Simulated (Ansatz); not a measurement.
# The B atom: HSE06 and PBE0 against PBE

Aim: see what exact exchange does to the levels and moments, and what it costs. PBE is run first for comparison.

Computed with Ansatz 0.2.0 (DFT, plane waves (420 eV) with PBE-made PAW files, scalar-relativistic; functionals as named at each step, unless a step says otherwise).

## (1) The system as given

Periodic box: 14.0 × 14.4 × 14.8 Å.

As a file:

```
CELL_PARAMETERS angstrom
14.00000 0.00000 0.00000
0.00000 14.40000 0.00000
0.00000 0.00000 14.80000
ATOMIC_POSITIONS crystal
B 0.50000 0.50000 0.50000
```

## (2) PBE single point

The run with PBE.

The input, input.yaml:

```yaml
crystal:
  lattice:
    - [14.0, 0.0, 0.0]
    - [0.0, 14.4, 0.0]
    - [0.0, 0.0, 14.8]
  atoms:
    - { symbol: B, position: [0.5, 0.5, 0.5], spin: 1.0 }
  symmetry: { detect: false, time_reversal: true }
hamiltonian:
  xc: pbe
  pseudopotentials:
    kind: paw
    azcp:
      B: "pseudopotentials/B.paw.azcp"
basis:
  ecutwfc: 420
  fft_grid_basis: typed
kpoints:
  mp_grid: { grid: [1, 1, 1], shift: [0, 0, 0] }
magnetization:
  spin_polarized: true
scf:
  occupations: { method: fermi_dirac, width: 0.01 }
```

Started as:

```bash
ansatz run input.yaml --threads 4 --pin off --max-ram 10240MiB --backend cpu --events-out ev --progress --plain --runs-dir out
```

Output, shortened:

```text
Warning: RAYON_NUM_THREADS=4 ignored (pool sized by the plan → 4); use --threads N
[...]
Pseudopotentials: kind: paw
Pseudopotential: B, paw, valence charge 3, recommended cutoff 420 eV (normal), <dir>
Functional definition: PBE
[...]
Crystal: 1 atoms, lattice volume = 2983.680 Å³
Basis set: ecut = 420 eV, 58327 PW (Γ)
Bands: 6, of which v1, the nominal top of the filled ones, is band 2 counted from 1 (1 counted from 0)
Symmetry: 1 space group operations
k-points: 1
[...]
Starting moments: Σ|m| = 1 μB on 1 of 1 site
[...]
SCF iter   1: F=—  HF=-149.489165 eV  |F-HF|=—  |Δ(HF+E_count)|=         —  Δρ=2.62e-4 (↑1.92e-4 ↓2.62e-4)  dr2=1.83e-3  dr2_m=1.26e-3  M=1.000 μB ∫|m|=1.000 μB  β_m=0.30  ethr=6.01e-5  ⟨swp⟩=1.0  Hψ=133  notcnv=0
[...]
spin=Collinear: Resta preconditioning applied to the charge; magnetization (m = ρ↑ − ρ↓) channel mixes plain (no charge-response kernel on spin).
[...]
spin-set hold released at iteration 2 (site moments show no strong build): the magnetisation degrees of freedom join the quasi-Newton model from the next iteration; the mixer history was kept
[...]
Following the negative reading down, search 1: the free energy F (with its fill's electron-count term) along its direction. At the converged state itself: F - F(close) = -1.499e-10 eV
  point 1 (+, 4.0e-4 eV away): F - F(close) = -1.318e-2 eV
  point 2 (+, 1.6e-3 eV away): F - F(close) = -4.012e-2 eV
  point 3 (+, 6.4e-3 eV away): F - F(close) = -8.231e-2 eV
[...]
  point 9 (-, 1.0e-1 eV away): F - F(close) = -1.414e-1 eV
  point 10 (-, 4.1e-1 eV away): F - F(close) = -1.507e-1 eV
  point 11 (-, 1.6e0 eV away): F - F(close) = -8.056e-2 eV
[...]
Starting moments: Σ|m| = 1 μB on 1 of 1 site; this step starts from the density that it was given
[...]
spin=Collinear: Resta preconditioning applied to the charge; magnetization (m = ρ↑ − ρ↓) channel mixes plain (no charge-response kernel on spin).
[...]
SCF iter  48: F=-149.666618 eV  HF=-149.666618 eV  |F-HF|=6.78e-8  |Δ(HF+E_count)|=   1.49e-7  Δρ=1.63e-6 (↑1.63e-6 ↓6.10e-7)  dr2=5.58e-8  dr2_m=2.67e-8  M=1.000 μB ∫|m|=1.033 μB  ethr=1.01e-9  ⟨swp⟩=5.5  Hψ=60  notcnv=0
[...]
iteration 48: the least curvature of the free energy that was read at this close is 0.002 (0.242 in the run's own bands): near zero (its residual is 0.002), and the free energy falls along no way that was tried (none was if the reading's last walks met no value under 0.05)
The result is that of the SCF that stage 1 started: 0.17 eV lower in free energy than the state whose close was followed first; 12 iterations were spent on what was left
SCF converged after 48 iterations
Stability not told: the check came to no verdict; the value that it reports is -9.2e-4 (residual 2.4e-11): no lower mode is shown, and none is ruled out
Magnetization: 1.0000 μB (2.0000 up, 1.0000 down)
Absolute magnetization: 1.0351 μB (∫|ρ↑−ρ↓|, with the PAW one-centre terms)
Spin contamination: 0.0033 ħ² per cell (⟨S²⟩ above its minimum at these occupations)
Per-site moments (μB) at R_I (Å): [(0.9999826236416569, 5.775)]
Free energy (F): -149.666618 eV
[...]
E sigma→0 (E₀):  -149.666618 eV
Fermi energy:    -3.855876 eV
[...]
--- Band table (eV) ---
  k-point 0 ↑: bands = ["-9.6196", "-4.1255", "-3.5794", "-3.5792", "-0.2764", "0.4225"]
[...]
```

It took 32 s on 4 threads of Arm Neoverse V1, shared host; peak memory 1.5 GiB.

## (3) HSE06

The run with HSE06.

Changes to input.yaml since step 2:

```diff
@@ -9,3 +9,3 @@
 hamiltonian:
-  xc: pbe
+  xc: hse06
   pseudopotentials:
```

Started as:

```bash
ansatz run input.yaml --threads 4 --pin off --max-ram 10240MiB --backend cpu --events-out ev --progress --plain --runs-dir out
```

Output, shortened:

```text
Warning: RAYON_NUM_THREADS=4 ignored (pool sized by the plan → 4); use --threads N
[...]
[... 2 set-up lines as earlier in the session ...]
Functional definition: HSE06
[...]
Crystal: 1 atoms, lattice volume = 2983.680 Å³
Basis set: ecut = 420 eV, 58327 PW (Γ)
Bands: 6, of which v1, the nominal top of the filled ones, is band 2 counted from 1 (1 counted from 0)
[... 1 set-up line as earlier in the session ...]
k-points: 1
[...]
Starting moments: Σ|m| = 1 μB on 1 of 1 site
[...]
SCF iter   1: F=—  HF=-149.489019 eV  |F-HF|=—  |Δ(HF+E_count)|=         —  Δρ=2.61e-4 (↑1.91e-4 ↓2.61e-4)  dr2=1.71e-3  dr2_m=1.26e-3  M=1.000 μB ∫|m|=1.000 μB  β_m=0.30  ethr=9.21e-6  ⟨swp⟩=20.0  Hψ=143  notcnv=4  reapply=2
[...]
this state was not tested for a lower state beside it, because the functional holds exact exchange (a hybrid, or Hartree-Fock), whose exchange loop this test does not read (fock_operator); the stability check (scf.self_checks: high) cannot read this state: a pseudopotential is PAW: the [...]
hybrid SCF converged: 2 outer / 8 inner (+17 warm-up), last move |dexx| = 1.47e-9 eV, tail = 3.29e-8 eV
Magnetization: 1.0000 μB (2.0000 up, 1.0000 down)
Absolute magnetization: 1.0409 μB (∫|ρ↑−ρ↓|, with the PAW one-centre terms)
Spin contamination: 0.0043 ħ² per cell (⟨S²⟩ above its minimum at these occupations)
Per-site moments (μB) at R_I (Å): [(0.9999912313536724, 5.775)]
Free energy (F): -149.813222 eV
Frozen-core exchange: fock
[...]
E sigma→0 (E₀):  -149.813222 eV
Fermi energy:    -3.863696 eV
[...]
--- Band table (eV) ---
  k-point 0 ↑: bands = ["-10.6572", "-4.9180", "-2.8025", "-2.8024"]
[...]
  guard bands above this table: 2 of the run's 6 bands. The solve was not asked for them (output.publish_guard_bands: true or output.eigenvalues: true publishes all)
```

It took 9.5 s on 4 threads of Arm Neoverse V1, shared host; peak memory 1.5 GiB.

## (4) PBE0

The run with PBE0.

Changes to input.yaml since step 3:

```diff
@@ -9,3 +9,3 @@
 hamiltonian:
-  xc: hse06
+  xc: pbe0
   pseudopotentials:
```

Started as:

```bash
ansatz run input.yaml --threads 4 --pin off --max-ram 10240MiB --backend cpu --events-out ev --progress --plain --runs-dir out
```

Output, shortened:

```text
Warning: RAYON_NUM_THREADS=4 ignored (pool sized by the plan → 4); use --threads N
[...]
[... 2 set-up lines as earlier in the session ...]
Functional definition: PBE0
[...]
Crystal: 1 atoms, lattice volume = 2983.680 Å³
Basis set: ecut = 420 eV, 58327 PW (Γ)
Bands: 6, of which v1, the nominal top of the filled ones, is band 2 counted from 1 (1 counted from 0)
[... 1 set-up line as earlier in the session ...]
k-points: 1
[...]
Starting moments: Σ|m| = 1 μB on 1 of 1 site
[...]
SCF iter   1: F=—  HF=-149.489016 eV  |F-HF|=—  |Δ(HF+E_count)|=         —  Δρ=2.61e-4 (↑1.91e-4 ↓2.61e-4)  dr2=1.70e-3  dr2_m=1.26e-3  M=1.000 μB ∫|m|=1.000 μB  β_m=0.30  ethr=9.19e-6  ⟨swp⟩=20.0  Hψ=143  notcnv=4  reapply=2
[...]
this state was not tested for a lower state beside it, because the functional holds exact exchange (a hybrid, or Hartree-Fock), whose exchange loop this test does not read (fock_operator); the stability check (scf.self_checks: high) cannot read this state: a pseudopotential is PAW: the [...]
hybrid SCF converged: 2 outer / 7 inner (+17 warm-up), last move |dexx| = 3.07e-9 eV, tail = 3.14e-8 eV
Magnetization: 1.0000 μB (2.0000 up, 1.0000 down)
Absolute magnetization: 1.0411 μB (∫|ρ↑−ρ↓|, with the PAW one-centre terms)
Spin contamination: 0.0043 ħ² per cell (⟨S²⟩ above its minimum at these occupations)
Per-site moments (μB) at R_I (Å): [(0.9999906400079075, 5.775)]
Free energy (F): -149.867082 eV
Frozen-core exchange: fock
[...]
E sigma→0 (E₀):  -149.867082 eV
Fermi energy:    -3.875578 eV
[...]
--- Band table (eV) ---
  k-point 0 ↑: bands = ["-11.0708", "-5.3285", "-2.4158", "-2.4157"]
[...]
  guard bands above this table: 2 of the run's 6 bands. The solve was not asked for them (output.publish_guard_bands: true or output.eigenvalues: true publishes all)
```

Wall time 9.2 s (4 threads of Arm Neoverse V1, shared host); peak memory 1.5 GiB.

## (5) Side by side

| functional | gap between levels | Fermi energy (eV) | magnetic state | SCF cycles | exchange loops | CPU time |
| --- | --- | --- | --- | --- | --- | --- |
| PBE | 0.55 eV | -3.856 | total moment 1.00 μB | 60 | - | 2 min |
| HSE06 | 2.12 eV | -3.864 | total moment 1.00 μB | 25 | 2 | 32 s |
| PBE0 | 2.91 eV | -3.876 | total moment 1.00 μB | 24 | 2 | 31 s |

## (6) Summary of results

```
                                                        quantity                 value
                                                        PBE: gap               0.55 eV
                                             PBE: magnetic state  total moment 1.00 μB
                                                      HSE06: gap               2.12 eV
                                           HSE06: magnetic state  total moment 1.00 μB
                               HSE06: SCF cycles, exchange loops                 25, 2
                                HSE06: CPU time over that of PBE                  0.27
                                                       PBE0: gap               2.91 eV
                                            PBE0: magnetic state  total moment 1.00 μB
                                PBE0: SCF cycles, exchange loops                 24, 2
                                 PBE0: CPU time over that of PBE                  0.26
HSE06: above the element's usual form (alpha-rhombohedral (B12))          6.21 eV/atom
```

In words: The gap goes from 0.55 eV under PBE to 2.12 eV under HSE06. HSE06 took less CPU time than PBE here, which is no rule: the PBE run spent more cycles, searches or output. PBE0 gives a gap of 2.91 eV. The exchange operator of HSE06 was renewed in 2 outer loops. The atom lies 6.21 eV above the element's usual form under HSE06 (from a run of its own). The total energies in the logs cannot be compared from one functional to another.
